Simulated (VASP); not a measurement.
WS2 (Tungstenite), 3 atoms in the cell. The cell holds a slab with vacuum, 3 atoms: a = 3.134 Å, b = 3.134 Å, c = 32.300 Å, α = 90.00°, β = 90.00°, γ = 120.00°.  The cell isn't the ideal one: equal strain along x and y -0.008, atoms relaxed.

```yaml
Program: VASP 6.6.1
Task: single point
Functional: PBE
Dispersion: D3(BJ)
Potentials_or_basis: VASP PAW PBE potentials, release 64 (S, W_sv)
Cutoff: 520 eV
k_mesh: 12 × 12 × 1
Occupations: gaussian, width 0.02 eV
Spin: no spin polarisation
Dipole_correction: yes
Further_INCAR_settings: ALGO = Normal; EDIFF = 1e-06; NBANDS = 20
```

Potentials or basis: VASP PAW PBE potentials, release 64 (S, W_sv).

Run with:

```sh
$ cat potpaw_PBE.64/S/POTCAR potpaw_PBE.64/W_sv/POTCAR > POTCAR
$ mpirun -np 1 vasp_std > vasp.out
```

Hardware: 1 thread of Intel(R) Xeon(R) Platinum 8559C (Emerald Rapids) (shared host).

Question: How long does it take, and how much memory?

Answer: It took 2.1 min on 1 thread of Intel(R) Xeon(R) Platinum 8559C (Emerald Rapids) (shared host), peak memory 0.4 GiB. Counts: scf iterations 22, k points 19.
